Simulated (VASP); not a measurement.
# InP (F-43m) in VASP: a series of runs, part 2 of 2

VASP 6.6.1. The steps go on from the part before.

## Step 3: Relaxation of cell and atoms, PBE

INCAR reads:

```
PREC     = Accurate       # precision mode
ENCUT    = 600            # plane-wave cutoff, eV
EDIFF    = 1E-7           # SCF threshold, eV
ISMEAR   = 0              # smearing method
SIGMA    = 0.02           # smearing width, eV
LREAL    = F              # projectors in reciprocal space
LASPH    = T              # aspherical terms in the spheres
NELM     = 100            # most SCF steps
ALGO     = Normal         # electronic algorithm
ISIF     = 3              # what is computed and relaxed
LWAVE    = F              # write WAVECAR
LCHARG   = F              # write CHGCAR
GGA      = PE             # functional
IBRION   = 2              # ionic algorithm
NSW      = 100            # ionic steps
EDIFFG   = -0.005         # ionic threshold
```

KPOINTS reads:

```
Automatic mesh
0
Gamma
  10 10 10
```

POSCAR reads:

```
InP
1.0
    0.0000000000      2.9800342177      2.9800342177
    2.9800342177      0.0000000000      2.9800342177
    2.9800342177      2.9800342177      0.0000000000
In P
1 1
Direct
    0.0000000000      0.0000000000      0.0000000000
    0.2500000000      0.2500000000      0.2500000000
```

Potentials or basis: VASP PAW PBE potentials, release 64 (In_d, P).

On the command line:

```
$ cat potpaw_PBE.64/In_d/POTCAR potpaw_PBE.64/P/POTCAR > POTCAR
$ mpirun -np 1 vasp_std > vasp.out
```

OUTCAR:

```text
PREC = Accurate
   ENCUT = 600
   EDIFF = 1E-7
   ISMEAR = 0
   LREAL = F
   LASPH = T
   NELM = 100
   ISIF = 3
   GGA = PE
   IBRION = 2
   NSW = 100
   EDIFFG = -0.005

 ion  position               nearest neighbor table
   1  0.000  0.000  0.000-   2 2.58   2 2.58   2 2.58   2 2.58
   2  0.250  0.250  0.250-   1 2.58   1 2.58   1 2.58   1 2.58

  LATTYP: Found a face centered cubic cell.
 ALAT       =     5.9600684354

  Lattice vectors:

 A1 = (   0.0000000000,   2.9800342177,   2.9800342177)
 A2 = (   2.9800342177,   0.0000000000,   2.9800342177)
 A3 = (   2.9800342177,   2.9800342177,   0.0000000000)

Analysis of symmetry for initial positions (statically):
=====================================================================
 Subroutine PRICEL returns:
 Original cell was already a primitive cell.

 Routine SETGRP: Setting up the symmetry group for a
 face centered cubic supercell.

 Subroutine GETGRP returns: Found 24 space group operations
 (whereof 24 operations were pure point group operations)
 out of a pool of 48 trial point group operations.

The static configuration has the point symmetry T_d .

[... 217 lines left out ...]
 k-point     1 :       0.0000    0.0000    0.0000
  band No.  band energies     occupation
      1      -9.4338      2.00000
      2      -9.4338      2.00000
      3      -9.4338      2.00000
      4      -9.3050      2.00000
      5      -9.3050      2.00000
      6      -6.5281      2.00000
      7       4.6617      2.00000
      8       4.6617      2.00000
      9       4.6617      2.00000
     10       5.1039      0.00000
     11       8.7514      0.00000
     12       8.7514      0.00000
     13       8.7514      0.00000
[... 354 lines left out ...]
  band No.  band energies     occupation
      1      -9.5583      2.00000
      2      -9.3693      2.00000
      3      -9.3666      2.00000
      4      -9.3333      2.00000
      5      -9.2826      2.00000
      6      -4.9933      2.00000
      7       0.0489      2.00000
      8       2.6298      2.00000
      9       2.8778      2.00000
     10       6.9600      0.00000
     11       7.6467      0.00000
     12      11.3708      0.00000
     13      12.0074      0.00000

 [... further k-points ...]
[... 5 lines left out ...]
  --------------------------------------------------------------------------------------
  -------------------------------------------------------------------------------------
  Total        0.0051938      0.0051938      0.0051938      0.0000000      0.0000000      0.0000000
  in kB        0.1573463      0.1573463      0.1573463      0.0000000      0.0000000      0.0000000
  external PRESSURE =       0.1573463 kB  Pullay stress =       0.0000000 kB

 VOLUME and BASIS-vectors are now :
 -----------------------------------------------------------------------------
  energy-cutoff  :      600.00
  volume of cell :       52.89
      direct lattice vectors                 reciprocal lattice vectors
    -0.000000000  2.979229550  2.979229550    -0.167828625  0.167828625  0.167828625
     2.979229550 -0.000000000  2.979229550     0.167828625 -0.167828625  0.167828625
     2.979229550  2.979229550  0.000000000     0.167828625  0.167828625 -0.167828625

 POSITION                                       TOTAL-FORCE (eV/Angst)
 -----------------------------------------------------------------------------------
      5.95846      2.97923      2.97923         0.000000      0.000000      0.000000
      1.48961      1.48961      1.48961        -0.000000     -0.000000     -0.000000
 -----------------------------------------------------------------------------------
    total drift:                               -0.000000     -0.000000      0.000000

  FREE ENERGIE OF THE ION-ELECTRON SYSTEM (eV)
  ---------------------------------------------------
  free  energy   TOTEN  =        -8.4080998047 eV

  energy  without entropy=       -8.4080998047  energy(sigma->0) =       -8.40809980

 reached required accuracy - stopping structural energy minimisation
```

OSZICAR:

```text
N       E                     dE             d eps       ncg     rms          rms(c)
DAV:   1     0.117145860108E+03    0.11715E+03   -0.93225E+03  1222   0.169E+03
DAV:   2    -0.232902581024E-02   -0.11715E+03   -0.11368E+03  1282   0.344E+02
DAV:   3    -0.856508816186E+01   -0.85628E+01   -0.84664E+01  1592   0.955E+01
[... 18 lines left out ...]
DAV:   4    -0.840809840686E+01   -0.43047E-06   -0.19447E-06  1292   0.152E-02    0.104E-02
DAV:   5    -0.840809935463E+01   -0.94777E-06   -0.24903E-07  1429   0.542E-03    0.367E-03
DAV:   6    -0.840809999644E+01   -0.64180E-06   -0.72442E-08   894   0.386E-03    0.101E-03
DAV:   7    -0.840809986526E+01    0.13118E-06   -0.29474E-08   636   0.376E-03    0.362E-04
DAV:   8    -0.840809980468E+01    0.60578E-07   -0.12169E-08   641   0.174E-03
   2 F= -.84080998E+01 E0= -.84080998E+01  d E =-.343264E-05
```

It took 26 s on 1 thread of Intel Xeon 6975P-C (Granite Rapids), shared host; peak memory 0.24 GiB.

What came out:

```
Free energy                            : -8.4081 eV
Relaxed volume                         : 26.44 Å³/atom
Relaxed cell                           : a = 4.213 Å, b = 4.213 Å, c = 4.213 Å, α = 60.00°, β = 60.00°, γ = 60.00°
Space group after relaxing (to 0.05 Å) : F-43m (No. 216)
Energy gained by relaxing              : 0.0 meV/atom
Ionic steps                            : 2
Pressure after relaxing                : 0.0 GPa
Band gap on the k mesh                 : 0.44 eV, direct
```

Final structure:
```
CELL_PARAMETERS angstrom
0.00000 2.97923 2.97923
2.97923 0.00000 2.97923
2.97923 2.97923 0.00000
ATOMIC_POSITIONS crystal
In 0.00000 0.00000 0.00000
P 0.25000 0.25000 0.25000
```

Caveat: spin-orbit coupling is left out, which moves the levels of the heavy elements. PBE gaps usually lie below the measured ones, often by a third to a half.

## Step 4: Comparison with measurements

Step 2. Against the measured gap of InP, 1.4236 eV (direct; 1.6 K; a printed reference work, data compilation), the calculated 0.44 eV is off by -0.99 eV. Spin-orbit coupling on In is left out. The value is that of PBE, without temperature or zero-point motion. Semilocal functionals fall short of measured gaps as a rule.
